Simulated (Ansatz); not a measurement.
# GaN (P6_3mc) in Ansatz: band structure with HSE06

Aim: the band structure of GaN with HSE06.

Everything below comes from runs of Ansatz 0.2.0. Logs are shortened: lines on timing, memory, paths and dates and some standing lists are left out, and cuts for length are marked.

**What was measured.**

“Studying electronic properties in GaN without electrical contacts using γ-γ vs e−-γ Perturbed Angular Correlations”, 2019, pmc:6823545 quotes, for a bulk crystal of GaN: band gap 3.503 ± 0.005 eV (direct).

How close the calculation comes is told below.

### 1 The structure

The structure is hexagonal, space group P6_3mc (No. 186). Conventional cell: a = 3.180 Å, b = 3.180 Å, c = 5.166 Å, α = 90.00°, β = 90.00°, γ = 120.00°. Around Ga (site symmetry 3m) lie 4 N at 1.94 to 1.95 Å. N (site symmetry 3m) has 4 Ga at 1.94 to 1.95 Å as nearest neighbours.

### 2 Band structure, HSE06

The input, input:

```
crystal:
  lattice:
    - [3.18, 0.0, 0.0]
    - [-1.59, 2.753960784, 0.0]
    - [0.0, 0.0, 5.166]
  atoms:
    - { symbol: Ga, position: [0.6666666667, 0.3333333333, 0.5] }
    - { symbol: Ga, position: [0.3333333333, 0.6666666667, 0.0] }
    - { symbol: "N", position: [0.6666666667, 0.3333333333, 0.875] }
    - { symbol: "N", position: [0.3333333333, 0.6666666667, 0.375] }
hamiltonian:
  xc: hse06
  pseudopotentials: { kind: paw }
kpoints:
  mp_grid: { grid: [8, 8, 4] }
  band_path:
    path:
      - [[0.0, 0.0, 0.0], [0.5, 0.0, 0.0], [0.3333333333, 0.3333333333, 0.0], [0.0, 0.0, 0.0], [0.0, 0.0, 0.5], [0.5, 0.0, 0.5], [0.3333333333, 0.3333333333, 0.5], [0.0, 0.0, 0.5]]
      - [[0.5, 0.0, 0.5], [0.5, 0.0, 0.0]]
      - [[0.3333333333, 0.3333333333, 0.0], [0.3333333333, 0.3333333333, 0.5]]
    npoints: 4
scf:
  occupations: { method: fermi_dirac, width: 0.05 }
  n_extra_bands: 10
output:
  forces: true
  stress: true
  eigenvalues: true
  fatbands: false
  write_density: true
  write_potential: true
  elf: true
  volumetric_format: npy
```

Potentials or basis: Ansatz PAW.

What it wrote:

```text
Warning: output.stress: scf.convergence.dr2_threshold = 1e-7 eV (the SCF's general default) is looser than the 4e-10 eV advised for a printed stress (1e-10 eV for each atom of the cell: 4). What an SCF threshold leaves in a stress goes as its square root, and in the free energy as the threshold itself, and one threshold admits the most on a small cell: of the crystals measured, under no hybrid functional and no lock of the moments, on runs that ended without the residual-converged pass, on stresses that held no estimate of that error, the worst erred by over 100 MPa in a component at 1e-7 eV an atom and by under 5 at 1e-10. Set scf.convergence.dr2_threshold to 4e-10 eV or tighter. The threshold is an SCF's pass mark: one that does not reach it within its budget of iterations ends unconverged, or closes short of it on a stop that the run arms, and scf.convergence.dr2_threshold's page says what that costs each kind of run
Warning: output.stress: scf.exx.energy_threshold = 1e-6 eV is looser than the 4e-8 eV advised for a stress under a hybrid functional (1e-8 eV for each atom of the cell: 4). Every SCF of the exchange loop can meet its threshold on dr2 while the loop round them stops early: no threshold on dr2 bounds what that leaves in the stress. Set scf.exx.energy_threshold to 4e-8 eV or tighter. The threshold is the loop's pass mark: a loop that does not reach it within its budget of cycles ends unconverged, and scf.exx.energy_threshold's page has the law
scf.n_extra_bands = 10 over 18 filled bands (N_el = 36.0): the run solves 28 bands
GPUs: using 1 of 1 available (devices: 1).
Engine: ansatz 0.2.0, x86_64-unknown-linux-gnu
Pseudopotentials: kind: paw
Pseudopotential: Ga, paw, valence charge 13, recommended cutoff 420 eV (normal), Ga.paw.azcp
Pseudopotential: N, paw, valence charge 5, recommended cutoff 420 eV (normal), N.paw.azcp
Functional definition: HSE06
  parameter a = 0.25
  parameter omega = 0.11/bohr
  exchange = pbe_x - a*pbe_x_sr(omega) + a*exact_x_sr(omega)
  correlation = pbe_c
device memory: the entry about to start is reckoned to put 0.7 GiB on a device that reports 53.2 GiB free (of which the cap on the GPU budget leaves the run 18.0 GiB)
GPU FFT provider: cuFFT
GPU libraries: cuBLAS 13.8.2, cuFFT 12.4.0, cuSOLVER 12.3.4
Crystal: 4 atoms, lattice volume = 45.242 Å³
Basis set: ecut = 420 eV, 881 PW (Γ), exchange–correlation on 48×48×72 points (8 copies of the dense FFT grid, shifted against one another)
Bands: 28, of which v1, the nominal top of the filled ones, is band 18 counted from 1 (17 counted from 0)
Symmetry: 12 space group operations
Space group: P63mc (ITA 186), of the structure as read, at distance tolerance 3.6e-5 Å
k-points: 30 of 256 (time reversal used)
Non-local potential: Ga, projectors of the file, l = 0: 2, l = 1: 2, l = 2: 3, l = 3: 1
Non-local potential: N, projectors of the file, l = 0: 2, l = 1: 2, l = 2: 1
PAW form: soft (Blöchl's): semilocal exchange-correlation on the pseudo side does not see the compensation charge
PAW frozen core: Ga, regenerated for the run's functional, and the local potential with it (the file was generated under x = pbe(κ = 0.804, μ = 0.2195149727645171), c = pbe(β = 0.06672455060314922))
PAW frozen core: N, regenerated for the run's functional, and the local potential with it (the file was generated under x = pbe(κ = 0.804, μ = 0.2195149727645171), c = pbe(β = 0.06672455060314922))
PAW one-centre angular grid: Ga, 590 points (default); XC on 64 Gauss nodes
PAW one-centre angular grid: N, 110 points (default); XC on 64 Gauss nodes
Initial density: superposition of atomic densities (neutral atoms: chi_scale 0, normalization atom), corrected by the library's trained network
Initial wavefunctions: pseudopotential atomic-orbital guess
GPU buffer pool allocated for 20736 grid points (all kernels)
GPU transforms: local potential and band sums: pruned to the plane-wave sphere, on 24×24×36
Functional: x = pbe(κ = 0.804, μ = 0.2195149727645171), c = pbe(β = 0.06672455060314922), warm-up for x = pbe(κ = 0.804, μ = 0.2195149727645171) + 0.25 (exact − pbe) at short range (hse, ω = 0.20786987370883472 Å⁻¹), c = pbe(β = 0.06672455060314922); HSE06 as pw.x's `hse` composes it (authors' and Libxc's form: `xc: wpbeh`)
SCF iter   1: F=—  HF=-8335.804116 eV  |F-HF|=—  |Δ(HF+E_count)|=         —  Δρ=1.02e-3  dr2=3.23e-4  ethr=1.77e-3  ⟨swp⟩=2.0  Hψ=5464  notcnv=0
preconditioner: auto → none  [insulator: Δε(μ)=1.958 eV  Ē_g=20.126 eV  σ=0.050 eV  W_gap=1.00  n_scr=22 (ndim 8)  ℏωp=33.1 eV  f_vac=0.008  D(μ)=0.00/eV (n_scr^D=0)]
SCF iter   2: F=-8335.804375 eV  HF=-8335.804292 eV  |F-HF|=8.28e-5  |Δ(HF+E_count)|=   1.76e-4  Δρ=4.46e-4  dr2=4.46e-5  ethr=8.96e-7  ⟨swp⟩=4.6  Hψ=2094  notcnv=0  defer=5
SCF 1 stopped early in 2 iterations: F = -8335.804375 eV  dr2 = 4.46e-5
device memory: the entry about to start is reckoned to put 1.3 GiB on a device that reports 53.0 GiB free (of which the cap on the GPU budget leaves the run 18.0 GiB)
GPU FFT provider: cuFFT
GPU libraries: cuBLAS 13.8.2, cuFFT 12.4.0, cuSOLVER 12.3.4
Initial density: handed on by an earlier stage of this run
Initial wavefunctions: those handed on with the density
GPU buffer pool allocated for 20736 grid points (all kernels)
GPU transforms: local potential and band sums: pruned to the plane-wave sphere, on 24×24×36
Functional: x = pbe(κ = 0.804, μ = 0.2195149727645171) + 0.25 (exact − pbe) at short range (hse, ω = 0.20786987370883472 Å⁻¹), c = pbe(β = 0.06672455060314922); HSE06 as pw.x's `hse` composes it (authors' and Libxc's form: `xc: wpbeh`)
Exchange kernel: α = 0.2500, screened, ω = 0.2079 Å⁻¹, Wigner–Seitz truncation, v(0) = 1046.5005 eV·Å³, q-mesh 8×8×4, nearest image of the exchange supercell L = 20.66 Å, pair-density grid 18×18×30, without the augmentation charges, whose exchange is taken in its separable form by FFT convolution over the k-point mesh (sized by the pseudopotential files, 20×20×36 at the most), smooth part of the exact exchange by density-matrix convolution in up to 3.95 GiB of GPU memory as planned if the GPU has room (build and FFT work areas not counted)
Frozen-core exchange: fock
SCF iter   1: F=—  HF=-8336.832046 eV  |F-HF|=—  |Δ(HF+E_count)|=         —  Δρ=1.76e-2  dr2=5.52e-2  ethr=1.24e-6  ⟨swp⟩=5.5  Hψ=4138  notcnv=0
preconditioner: auto → none  [insulator: Δε(μ)=3.176 eV  Ē_g=23.372 eV  σ=0.050 eV  W_gap=1.00  n_scr=22 (ndim 8)  ℏωp=33.1 eV  f_vac=0.008  D(μ)=0.00/eV (n_scr^D=0)]
SCF iter   2: F=—  HF=-8336.805216 eV  |F-HF|=—  |Δ(HF+E_count)|=   2.68e-2  Δρ=4.26e-3  dr2=5.88e-3  ethr=1.24e-6  ⟨swp⟩=4.0  Hψ=3063  notcnv=0
SCF iter   3: F=—  HF=-8336.820448 eV  |F-HF|=—  |Δ(HF+E_count)|=   1.52e-2  Δρ=4.35e-3  dr2=3.15e-3  ethr=1.24e-6  ⟨swp⟩=4.0  Hψ=3022  notcnv=0
SCF iter   4: F=—  HF=-8336.819994 eV  |F-HF|=—  |Δ(HF+E_count)|=   4.54e-4  Δρ=1.50e-3  dr2=3.55e-4  ethr=1.24e-6  ⟨swp⟩=3.0  Hψ=1804  notcnv=0
SCF iter   5: F=—  HF=-8336.820271 eV  |F-HF|=—  |Δ(HF+E_count)|=   2.77e-4  Δρ=4.61e-4  dr2=6.35e-5  ethr=9.34e-7  ⟨swp⟩=2.0  Hψ=1380  notcnv=0
SCF iter   6: F=—  HF=-8336.820253 eV  |F-HF|=—  |Δ(HF+E_count)|=   1.79e-5  Δρ=1.52e-4  dr2=1.41e-5  ethr=1.70e-7  ⟨swp⟩=3.0  Hψ=1938  notcnv=0
iter 7 solved again at ethr=4.96e-10 eV; its pass at ethr=3.25e-8 eV (dr2=1.79e-7 eV) is discarded
SCF iter   7: F=-8336.820249 eV  HF=-8336.820249 eV  |F-HF|=6.05e-8  |Δ(HF+E_count)|=   3.80e-6  Δρ=2.54e-5  dr2=2.60e-6  ethr=4.96e-10  ⟨swp⟩=5.2  Hψ=4022  notcnv=0  defer=5
SCF 2 stopped early in 7 iterations: F = -8336.820249 eV  dr2 = 2.60e-6
  Residual-converged pass: ⟨swp⟩=2.7  Hψ=1452  notcnv=0  max |occ|·‖R‖ = 6.6e-6 eV (tolerance 6.7e-6 eV)  dr2=2.60e-6  dr2_onsite=1.68e-7  max |Δocc| = 7.0e-22
hybrid outer 1: dexx = +1.721e-2 eV, tail = 5.28e-5 eV
GPU FFT provider: cuFFT
GPU libraries: cuBLAS 13.8.2, cuFFT 12.4.0, cuSOLVER 12.3.4
GPU buffer pool allocated for 20736 grid points (all kernels)
GPU transforms: local potential and band sums: pruned to the plane-wave sphere, on 24×24×36
Exchange kernel: α = 0.2500, screened, ω = 0.2079 Å⁻¹, Wigner–Seitz truncation, v(0) = 1046.5005 eV·Å³, q-mesh 8×8×4, nearest image of the exchange supercell L = 20.66 Å, pair-density grid 18×18×30, without the augmentation charges, whose exchange is taken in its separable form by FFT convolution over the k-point mesh (sized by the pseudopotential files, 20×20×36 at the most), smooth part of the exact exchange by density-matrix convolution in up to 3.95 GiB of GPU memory as planned if the GPU has room (build and FFT work areas not counted)
Frozen-core exchange: fock
SCF iter   1: F=—  HF=-8336.819728 eV  |F-HF|=—  |Δ(HF+E_count)|=         —  Δρ=5.81e-5  dr2=8.76e-7  ethr=7.33e-7  ⟨swp⟩=3.1  Hψ=1957  notcnv=0
preconditioner: auto → none  [insulator: Δε(μ)=3.230 eV  Ē_g=23.202 eV  σ=0.050 eV  W_gap=1.00  n_scr=22 (ndim 8)  ℏωp=33.1 eV  f_vac=0.011  D(μ)=0.00/eV (n_scr^D=0)]
SCF iter   2: F=—  HF=-8336.819729 eV  |F-HF|=—  |Δ(HF+E_count)|=   8.85e-7  Δρ=2.80e-5  dr2=2.30e-7  ethr=2.09e-9  ⟨swp⟩=4.0  Hψ=2351  notcnv=0
SCF iter   3: F=—  HF=-8336.819730 eV  |F-HF|=—  |Δ(HF+E_count)|=   6.07e-7  Δρ=9.82e-6  dr2=2.22e-8  ethr=2.96e-10  ⟨swp⟩=3.3  Hψ=1982  notcnv=0
SCF iter   4: F=—  HF=-8336.819730 eV  |F-HF|=—  |Δ(HF+E_count)|=  6.77e-10  Δρ=4.06e-6  dr2=4.36e-9  ethr=5.91e-11  ⟨swp⟩=3.0  Hψ=2076  notcnv=0
SCF iter   5: F=-8336.819730 eV  HF=-8336.819730 eV  |F-HF|=3.09e-11  |Δ(HF+E_count)|=   2.76e-9  Δρ=3.72e-7  dr2=8.40e-10  ethr=9.60e-12  ⟨swp⟩=3.0  Hψ=1635  notcnv=0
SCF 3 converged in 5 iterations: F = -8336.819730 eV  dr2 = 8.40e-10
  Residual-converged pass: ⟨swp⟩=3.0  Hψ=1765  notcnv=0  max |occ|·‖R‖ = 6.2e-7 eV (tolerance 6.3e-7 eV)  dr2=8.36e-10  dr2_onsite=2.41e-11  max |Δocc| = 1.7e-24
hybrid outer 2: dexx = +5.624e-7 eV, tail = 2.35e-8 eV, Δε = 2.85e-3 eV (about 7.20e-5 eV left of the loop's levels), ΔF = 4.28e-4 eV/Å (tail 1.51e-4)
device memory: the entry about to start is reckoned to put 0.5 GiB on a device that reports 53.1 GiB free (of which the cap on the GPU budget leaves the run 18.0 GiB)
NSCF: frozen V_eff on 39 k-points, pencils in batches of 32, up to order 124
hybrid SCF converged: 2 outer / 12 inner (+2 warm-up), last move |dexx| = 5.62e-7 eV, tail = 2.35e-8 eV
Stability not checked: this state was not tested for a lower state beside it, because the functional holds exact exchange (a hybrid, or Hartree-Fock), whose exchange loop this test does not read (fock_operator; see scf.lower_state_search)
Free energy (F): -8336.819730 eV
Frozen-core exchange: fock
Harris-Foulkes:  -8336.819730 eV  (|F-HF|=3.09e-11)
Internal energy: -8336.819730 eV  (E = F + TS)
E sigma→0 (E₀):  -8336.819730 eV
Fermi energy:    10.659647 eV
--- Per-component energies (eV) ---
  E_band       = -87.587173
  E_kinetic    = 494.334279
  E_local      = -3895.878983  (includes V_loc(G=0)·N_el)
  E_nonlocal   = 949.766059
  E_hartree    = 1801.688216
  E_xc         = -207.375619
  E_vxc        = -214.613741  (∫ρ·V_xc dr)
  E_exx        = -124.104714  (= α·E_x^exact, valence–valence)
  E_paw        = -4171.602487  (= ΣΔE_a)
  E_vpaw       = -776.361900  (= ΣTr[D̂ρ^β])
  E_aug_tail   = 0.000048  (compensation charges beyond the density's cutoff)
  E_ewald      = -3183.826728
  E_core_change = 0.180199  (= ΣΔE_core)
  E_smearing   = -0.000000  (= −TS)
  E_closure    = 0.000002  (closes the sum)
  Σ components = -8336.819730   (vs F -8336.819730, Δ=0.00e0)
--- Forces (eV/Å), atoms counted from 1 ---
  atom   1  Ga     0.00000000    -0.00000000    -0.15708069
  atom   2  Ga     0.00000000     0.00000000    -0.15708069
  atom   3  N      0.00000000    -0.00000000     0.15708057
  atom   4  N      0.00000000     0.00000000     0.15708057
  max |Σ_I F_I| component: 2.43e-7 eV/Å
--- Stress (GPa, compression-positive) ---
        0.493576       0.000000      -0.000000
        0.000000       0.493576       0.000000
       -0.000000       0.000000       2.174488
  P = ⅓ Tr σ = 1.0539 GPa (10.539 kbar)
--- Band table (eV; the first three rows and the last of 30) ---
  k-point 0: bands = ["-8.5552", "-7.9543", "-6.6801", "-6.6589", "-6.6589", "-6.5968", "-6.5968", "-6.4035", "-6.4035", "-6.3116", "-6.3116", "-4.6013", "1.3648", "7.8709", "7.8709", "8.9592", "9.0188", "9.0188", "12.2491", "14.7529", "20.0322", "20.5252", "20.5252", "21.5115", "22.5160", "22.5160", "25.1378", "26.2123"]
  k-point 1: bands = ["-8.3942", "-7.9732", "-6.6547", "-6.6547", "-6.6104", "-6.6104", "-6.5875", "-6.3857", "-6.3857", "-6.3210", "-6.3210", "-5.2190", "2.4852", "7.4308", "8.0307", "8.0307", "8.8425", "8.8425", "13.4424", "14.8655", "19.5817", "20.2551", "20.6013", "20.6013", "21.9290", "21.9290", "25.7648", "27.1043"]
  k-point 2: bands = ["-8.1039", "-8.1039", "-6.6370", "-6.6370", "-6.6370", "-6.6370", "-6.3493", "-6.3493", "-6.3493", "-6.3493", "-6.1398", "-6.1398", "4.8678", "4.8678", "8.4289", "8.4289", "8.4289", "8.4289", "14.7207", "14.7207", "19.1646", "19.1646", "21.0512", "21.0512", "21.0512", "21.0512", "27.0168", "27.0168"]
  k-point 29: bands = ["-7.8439", "-7.8439", "-6.5490", "-6.5490", "-6.5203", "-6.5203", "-6.3925", "-6.3925", "-6.3548", "-6.3548", "-4.1616", "-4.1616", "2.3213", "2.3213", "4.7906", "4.7906", "7.3708", "7.3708", "16.5117", "16.5117", "18.2482", "18.2482", "19.8508", "19.8508", "23.9577", "23.9577", "25.8316", "25.8316"]
```

It took 83 s on 1 × NVIDIA H100 80GB HBM3 with 2 threads of AMD EPYC 7R13 (Zen 3), shared host; peak memory 3.1 GiB.

What came out:

```yaml
Free_energy: -8336.8197 eV
Pressure: 1.1 GPa
Largest_force: 0.157 eV/Å
Band_gap_on_the_k_mesh: 3.23 eV, direct
Band_gap_along_the_path: 3.23 eV, direct
```

Forces on the atoms (eV/Å):
```
Ga   0.000  0.000 -0.157
Ga   0.000  0.000 -0.157
N    0.000  0.000  0.157
N    0.000  0.000  0.157
```

Stress tensor (GPa, compression positive):
```
0.49 0.00 0.00
0.00 0.49 0.00
0.00 0.00 2.17
```

Levels at the corners of the path, in eV from the valence-band top:
| point | band 15 | band 16 | band 17 | band 18 | band 19 | band 20 | band 21 | band 22 |
| --- | --- | --- | --- | --- | --- | --- | --- | --- |
| Γ | -1.15 | -0.06 | 0.00 | 0.00 | 3.23 | 5.73 | 11.01 | 11.51 |
| M | -4.58 | -2.99 | -2.41 | -1.07 | 6.37 | 7.01 | 7.46 | 10.54 |
| K | -5.68 | -3.27 | -3.27 | -2.94 | 6.29 | 9.69 | 9.69 | 9.96 |
| Γ | -1.15 | -0.06 | 0.00 | 0.00 | 3.23 | 5.73 | 11.01 | 11.51 |
| A | -0.59 | -0.59 | -0.59 | -0.59 | 5.70 | 5.70 | 10.15 | 10.15 |
| L | -2.11 | -2.11 | -2.07 | -2.07 | 5.70 | 5.70 | 9.41 | 9.41 |
| H | -4.54 | -4.54 | -1.61 | -1.61 | 7.96 | 7.96 | 8.72 | 8.72 |
| A | -0.59 | -0.59 | -0.59 | -0.59 | 5.70 | 5.70 | 10.15 | 10.15 |
| L | -2.11 | -2.11 | -2.07 | -2.07 | 5.70 | 5.70 | 9.41 | 9.41 |
| M | -4.58 | -2.99 | -2.41 | -1.07 | 6.37 | 7.01 | 7.46 | 10.54 |
| K | -5.68 | -3.27 | -3.27 | -2.94 | 6.29 | 9.69 | 9.69 | 9.96 |
| H | -4.54 | -4.54 | -1.61 | -1.61 | 7.96 | 7.96 | 8.72 | 8.72 |

Caveat: the pressure holds a Pulay correction of +0.5 GPa for the finite cutoff; the PAW data sets come from PBE, with cores solved anew for the run's functional, which leaves a small shift of forces and pressure; the thresholds are loose for stress.

### 3 How close it comes

Step 2. Against the measured gap of GaN, 3.503 eV (direct; quoted in “Studying electronic properties in GaN without electrical contacts using γ-γ vs e−-γ Perturbed Angular Correlations”, 2019, pmc:6823545), the calculated 3.23 eV is off by -0.27 eV. Spin-orbit coupling on Ga is left out. The value is that of HSE06, without temperature or zero-point motion.
